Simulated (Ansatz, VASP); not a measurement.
## GaN in VASP and in Ansatz

Contents of INCAR:

```
SYSTEM = GaN
ALGO = Normal ; EDIFF = 1E-6
ENCUT = 520 ; GGA = PS
ISIF = 2 ; ISMEAR = -1
LASPH = .True. ; LCHARG = .False.
LREAL = .False. ; LWAVE = .False.
NBANDS = 16 ; NELM = 100
PREC = Accurate ; SIGMA = 0.02
```

The input KPOINTS:

```
k-points
0
Gamma
  13 13 13
  0 0 0
```

Contents of POSCAR:

```
GaN
1.0
   -0.0398500000      1.9725750000      1.9725750000
    1.9725750000     -0.0398500000      1.9725750000
    1.9725750000      1.9725750000     -0.0398500000
Ga N
1 1
Direct
    0.5000000000      0.5000000000      0.5000000000
    0.0000000000      0.0000000000      0.0000000000
```

Input for Ansatz:

```yaml
crystal:
  lattice:
    - [-0.03985, 1.972575, 1.972575]
    - [1.972575, -0.03985, 1.972575]
    - [1.972575, 1.972575, -0.03985]
  atoms:
    - { symbol: Ga, position: [0.5, 0.5, 0.5] }
    - { symbol: "N", position: [0.0, 0.0, 0.0] }
kpoints:
  mp_grid: { grid: [13, 13, 13] }
  band_path:
    path:
      - [0.0, 0.0, 0.0]
      - [0.5, 0.5, 0.5]
      - [0.2551801333, 0.5, 0.7448198667]
      - [-0.2551801333, 0.2551801333, 0.5]
      - [0.0, 0.0, 0.5]
      - [0.0, 0.0, 0.0]
      - [-0.3775900666, 0.0, 0.3775900666]
      - [0.0, 0.3775900666, 0.6224099334]
      - [0.0, 0.5, 0.5]
    npoints: 5
scf:
  occupations: { method: fermi_dirac, width: 0.02 }
hamiltonian:
  xc: pbesol
  pseudopotentials: { kind: all_electron, lapw: { basis_error: 0.001 } }
output:
  forces: true
  stress: true
  eigenvalues: true
```

Change from the starting cell: equal xy, yz and zx shear strains of -2 %.

Alike in both runs: task single point; functional PBEsol; k mesh 13 × 13 × 13; occupations fermi-dirac, width 0.02 eV; no spin polarisation.

|  | VASP | Ansatz |
| --- | --- | --- |
| version | VASP 6.6.1 | Ansatz 0.2.0 |
| potentials or method | VASP PAW PBE potentials, release 64 (Ga_d, N) | all-electron LAPW, scalar-relativistic |
| plane-wave cutoff (eV) | 520 | see its input |

|  | VASP | Ansatz | Ansatz less VASP |
| --- | --- | --- | --- |
| gap on the k mesh at the Fermi level (eV) | 1.71 | 1.72 | +0.012 |
| pressure (GPa) | 59.5 | 59.0 | -0.57 |
| largest component of the traceless stress (GPa) | 5.16 | 5.17 | +0.008 |

Ansatz ran all-electron here, so the differences hold the error of VASP's frozen core and of both bases.

Caveats: so large a pressure means that the cell lies far from this level's equilibrium, or that cutoff or potentials fall short (VASP); the potentials were made for another functional, which shifts forces and pressure (VASP); an odd mesh through Γ misses points on the zone boundary, where band edges often lie.
